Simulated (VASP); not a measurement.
# KMgF3 (Pm-3m) in VASP: notebook

Aim: see how the results for KMgF3 move with the level of theory and the settings. Levels: PBE, PBEsol. Tasks: equation of state.

Everything below comes from runs of VASP 6.6.1. Logs are shortened: lines on timing, memory, paths and dates and some standing lists are left out, and cuts for length are marked.

**What was measured.**

From “High-pressure structural, elastic and electronic properties of the scintillator host material, KMgF3”, 2007, arxiv:cond-mat/0703621, for a powder of KMgF3: bulk modulus 71.2 ± 0.2 GPa.

The runs below are set against these values where they give the same quantity.

## (1) Starting point

The structure is cubic, space group Pm-3m (No. 221). Conventional cell: a = 3.986 Å, b = 3.986 Å, c = 3.986 Å, α = 90.00°, β = 90.00°, γ = 90.00°. K (site symmetry m-3m) has 12 F at 2.82 Å as nearest neighbours. Mg (site symmetry m-3m) has 6 F at 1.99 Å as nearest neighbours. F (site symmetry 4/mmm) has 2 Mg at 1.99 Å as nearest neighbours.

## (2) Equation of state, PBE, 11.91 Å³/atom (volume scaled by 0.94)

INCAR reads:

```
SYSTEM = KMgF3
PREC = Accurate
ENCUT = 520
EDIFF = 1E-7
ISMEAR = -1
SIGMA = 0.05
LREAL = .FALSE.
LASPH = .TRUE.
NELM = 80
ALGO = Normal
ISIF = 2
LWAVE = .FALSE.
LCHARG = .FALSE.
GGA = PE
NBANDS = 24
```

KPOINTS reads:

```
Automatic mesh
0
G
  7 7 7
  0 0 0
```

POSCAR reads:

```
KMgF3
1.0
    3.9045322707      0.0000000000      0.0000000000
    0.0000000000      3.9045322707      0.0000000000
    0.0000000000      0.0000000000      3.9045322707
K Mg F
1 1 3
Direct
    0.5000000000      0.5000000000      0.5000000000
    0.0000000000      0.0000000000      0.0000000000
    0.0000000000      0.0000000000      0.5000000000
    0.0000000000      0.5000000000      0.0000000000
    0.5000000000      0.0000000000      0.0000000000
```

Potentials or basis: VASP PAW PBE potentials, release 64 (K_sv, Mg, F).

Launch:

```
$ cat potpaw_PBE.64/K_sv/POTCAR potpaw_PBE.64/Mg/POTCAR potpaw_PBE.64/F/POTCAR > POTCAR
$ mpirun -np 1 vasp_std > vasp.out
```

OUTCAR:

```text
SYSTEM = KMgF3
   PREC = Accurate
   ENCUT = 520
   EDIFF = 1E-7
   ISMEAR = -1
   LREAL = .FALSE.
   LASPH = .TRUE.
   NELM = 80
   ISIF = 2
   GGA = PE

 ion  position               nearest neighbor table
   1  0.500  0.500  0.500-   3 2.76   4 2.76   5 2.76   4 2.76   5 2.76   3 2.76   5 2.76   5 2.76
                             3 2.76   4 2.76   4 2.76   3 2.76   2 3.38   2 3.38   2 3.38   2 3.38
   2  0.000  0.000  0.000-   3 1.95   4 1.95   5 1.95   3 1.95   4 1.95   5 1.95   1 3.38   1 3.38
                             1 3.38   1 3.38   1 3.38   1 3.38   1 3.38   1 3.38
   3  0.000  0.000  0.500-   2 1.95   2 1.95   1 2.76   1 2.76   1 2.76   1 2.76
   4  0.000  0.500  0.000-   2 1.95   2 1.95   1 2.76   1 2.76   1 2.76   1 2.76
   5  0.500  0.000  0.000-   2 1.95   2 1.95   1 2.76   1 2.76   1 2.76   1 2.76

  LATTYP: Found a simple cubic cell.
 ALAT       =     3.9045322707

  Lattice vectors:

 A1 = (   3.9045322707,   0.0000000000,   0.0000000000)
 A2 = (   0.0000000000,   3.9045322707,   0.0000000000)
 A3 = (   0.0000000000,   0.0000000000,   3.9045322707)

Analysis of symmetry for initial positions (statically):
=====================================================================
 Subroutine PRICEL returns:
 Original cell was already a primitive cell.

 Routine SETGRP: Setting up the symmetry group for a
 simple cubic supercell.

 Subroutine GETGRP returns: Found 48 space group operations
 (whereof 48 operations were pure point group operations)
 out of a pool of 48 trial point group operations.

The static configuration has the point symmetry O_h .

Analysis of symmetry for dynamics (positions and initial velocities):
=====================================================================
 Subroutine PRICEL returns:
 Original cell was already a primitive cell.

 Routine SETGRP: Setting up the symmetry group for a
 simple cubic supercell.

 Subroutine GETGRP returns: Found 48 space group operations
 (whereof 48 operations were pure point group operations)
 out of a pool of 48 trial point group operations.

The dynamic configuration has the point symmetry O_h .

 Subroutine INISYM returns: Found 48 space group operations
 (whereof 48 operations are pure point group operations),
 and found     1 'primitive' translations

----------------------------------------------------------------------------------------

                                     Primitive cell

[... 92 lines left out ...]
   LREAL  =      F    real-space projection
   EDIFFG = 0.1E-05   stopping-criterion for IOM
   NSW    =      0    number of steps for IOM
   IBRION =     -1    ionic relax: 0-MD 1-quasi-New 2-CG
   NFREE  =      0    steps in history (QN), initial steepest desc. (CG)
   ISIF   =      2    stress and relaxation
   ISYM   =      2    0-nonsym 1-usesym 2-fastsym
   POTIM  = 0.5000    time-step for ionic-motion
   TEBEG  =    0.0;   TEEND  =   0.0 temperature during run
   PSTRESS=    0.0 pullay stress
   NELECT =      32.0000    total number of electrons
   NUPDOWN=      -1.0000    fix difference up-down
   EMIN   =  10.00;   EMAX   =-10.00  energy-range for DOS
   EFERMI =   0.00;   METHOD = LEGACY
   ISMEAR =    -1;   SIGMA  =   0.05  broadening in eV -4-tet -1-fermi 0-gaus
   EFERMI_NEDOS =   21; number of points for ismear=-14 and -15
   IALGO  =     38    algorithm
   IMIX   =      4    mixing-type and parameters
     AMIX     =   0.40;   BMIX     =  1.00
     AMIX_MAG =   1.60;   BMIX_MAG =  1.00
  volume/ion in A,a.u.               =      11.91        80.34
  Fermi-wavevector in a.u.,A,eV,Ry     =   1.331136  2.515483 24.108482  1.771923
  Thomas-Fermi vector in A             =   2.460170
   LORBIT       =      0    0 simple, 1 ext, 2 COOP (PROOUT), +10 PAW based schemes
   GGA     = PE    functional components
   LHFCALC =     F    Hartree Fock is set to
   AEXX    =    0.0000 exact exchange contribution
   IVDW    =     0    specifies the selected vdW correction
   LEPSILON=     F    determine dielectric tensor
   LRPA    =     F    only Hartree local field effects (RPA)
 non-spin polarized calculation
  energy-cutoff  :      520.00
  volume of cell :       59.53
 maximum number of plane-waves:      1614
 NGX is ok and might be reduce to    30
   NGX = 15   NGY = 15   NGZ = 15

 number of electron      31.9999996 magnetization

 Free energy of the ion-electron system (eV)
  ---------------------------------------------------
  ext. energy  EPLUGINS =         0.00000000
  ---------------------------------------------------
  free energy    TOTEN  =       -24.26136442 eV

  energy without entropy =      -24.26136442  energy(sigma->0) =      -24.26136442

 E-fermi :  -0.1197     XC(G=0):  -9.9958

 val. band max:       -1.3102903194   @ k =   0.4286   0.4286   0.4286
 cond. band min:       6.5170723321   @ k =   0.0000   0.0000   0.0000
 fundamental gap:      7.8273626515
 Fermi energy:        -0.1197438831

 k-point     1 :       0.0000    0.0000    0.0000
  band No.  band energies     occupation
      1     -26.8120      2.00000
      2     -21.5626      2.00000
      3     -20.8236      2.00000
      4     -20.8236      2.00000
      5     -10.3129      2.00000
      6     -10.3129      2.00000
[... 529 lines left out ...]
     23      14.6410      0.00000
     24      14.7828      0.00000

------------------------ aborting loop because EDIFF is reached ----------------------------------------

  FORCE on cell =-STRESS in cart. coord.  units (eV):
  Direction    XX          YY          ZZ          XY          YZ          ZX
  --------------------------------------------------------------------------------------
  -------------------------------------------------------------------------------------
  Total        3.4187252      3.4187252      3.4187252      0.0000000     -0.0000000      0.0000000
  in kB       92.0169272     92.0169272     92.0169272      0.0000000     -0.0000000      0.0000000
  external PRESSURE =      92.0169272 kB  Pullay stress =       0.0000000 kB

 VOLUME and BASIS-vectors are now :
 -----------------------------------------------------------------------------
  energy-cutoff  :      520.00
  volume of cell :       59.53
      direct lattice vectors                 reciprocal lattice vectors
     3.904532271  0.000000000  0.000000000     0.256112623  0.000000000  0.000000000
     0.000000000  3.904532271  0.000000000     0.000000000  0.256112623  0.000000000
     0.000000000  0.000000000  3.904532271     0.000000000  0.000000000  0.256112623

 POSITION                                       TOTAL-FORCE (eV/Angst)
 -----------------------------------------------------------------------------------
      1.95227      1.95227      1.95227         0.000000      0.000000      0.000000
      0.00000      0.00000      0.00000         0.000000      0.000000      0.000000
      0.00000      0.00000      1.95227         0.000000      0.000000      0.000000
      0.00000      1.95227      0.00000         0.000000      0.000000      0.000000
      1.95227      0.00000      0.00000         0.000000      0.000000      0.000000
 -----------------------------------------------------------------------------------
    total drift:                                0.000000     -0.000000      0.000000

  FREE ENERGIE OF THE ION-ELECTRON SYSTEM (eV)
  ---------------------------------------------------
  free  energy   TOTEN  =       -24.2613644217 eV

  energy  without entropy=      -24.2613644217  energy(sigma->0) =      -24.26136442
```

It took 16 s on 1 thread of AMD EPYC 9R45 (Zen 5), shared host; peak memory 0.14 GiB.

What came out:

```yaml
Free_energy: -24.2614 eV
Pressure: 9.2 GPa
Band_gap_on_the_k_mesh: 7.83 eV, indirect (least direct gap 8.11 eV)
```

Caveat: an odd mesh through Γ misses points on the zone boundary, where band edges often lie.

## (3) Equation of state, PBE, 12.16 Å³/atom (volume scaled by 0.96)

INCAR reads:

```
SYSTEM = KMgF3
PREC     = Accurate       ! precision mode
ENCUT    = 520            ! plane-wave cutoff, eV
EDIFF    = 1E-7           ! SCF threshold, eV
ISMEAR   = -1             ! smearing method
SIGMA    = 0.05           ! smearing width, eV
LREAL    = .FALSE.        ! projectors in reciprocal space
LASPH    = .TRUE.         ! aspherical terms in the spheres
NELM     = 80             ! most SCF steps
ALGO     = Normal         ! electronic algorithm
ISIF     = 2              ! what is computed and relaxed
LWAVE    = .FALSE.        ! write WAVECAR
LCHARG   = .FALSE.        ! write CHGCAR
GGA      = PE             ! functional
NBANDS   = 24             ! bands
```

KPOINTS is that of step 2.

Edit POSCAR of step 2 so:

```diff
@@ -2,5 +2,5 @@
 1.0
-    3.9045322707      0.0000000000      0.0000000000
-    0.0000000000      3.9045322707      0.0000000000
-    0.0000000000      0.0000000000      3.9045322707
+    3.9320298828      0.0000000000      0.0000000000
+    0.0000000000      3.9320298828      0.0000000000
+    0.0000000000      0.0000000000      3.9320298828
 K Mg F
```

Potentials or basis: VASP PAW PBE potentials, release 64 (K_sv, Mg, F).

Launch:

```
$ cat potpaw_PBE.64/K_sv/POTCAR potpaw_PBE.64/Mg/POTCAR potpaw_PBE.64/F/POTCAR > POTCAR
$ mpirun -np 1 vasp_std > vasp.out
```

Run time: 16 s. Hardware: 1 thread of AMD EPYC 9R45 (Zen 5), shared host; peak memory 0.15 GiB.

Results (log left out):

```yaml
Free_energy: -24.3282 eV
Pressure: 7.0 GPa
Band_gap_on_the_k_mesh: 7.66 eV, indirect (least direct gap 7.94 eV)
```

Caveat: an odd mesh through Γ misses points on the zone boundary, where band edges often lie.

## (4) Equation of state, PBE, 12.41 Å³/atom (volume scaled by 0.98)

INCAR reads:

```
PREC = Accurate
ENCUT = 520
EDIFF = 1E-7
ISMEAR = -1
SIGMA = 0.05
LREAL = False
LASPH = True
NELM = 80
ALGO = Normal
ISIF = 2
LWAVE = False
LCHARG = False
GGA = PE
NBANDS = 24
```

KPOINTS reads:

```
Automatic mesh
0
Gamma
  7 7 7
```

Edit POSCAR of step 3 so:

```diff
@@ -2,5 +2,5 @@
 1.0
-    3.9320298828      0.0000000000      0.0000000000
-    0.0000000000      3.9320298828      0.0000000000
-    0.0000000000      0.0000000000      3.9320298828
+    3.9591481872      0.0000000000      0.0000000000
+    0.0000000000      3.9591481872      0.0000000000
+    0.0000000000      0.0000000000      3.9591481872
 K Mg F
```

Launch:

```
$ cat potpaw_PBE.64/K_sv/POTCAR potpaw_PBE.64/Mg/POTCAR potpaw_PBE.64/F/POTCAR > POTCAR
$ mpirun -np 1 vasp_std > vasp.out
```

Wall time 15 s (1 thread of AMD EPYC 9R45 (Zen 5), shared host); peak memory 0.14 GiB.

The run converged. Its results:

- Free energy: -24.3786 eV
- Pressure: 5.1 GPa
- Band gap on the k mesh: 7.49 eV, indirect (least direct gap 7.78 eV)

Caveat: an odd mesh through Γ misses points on the zone boundary, where band edges often lie.

[end of part 1 of 2]
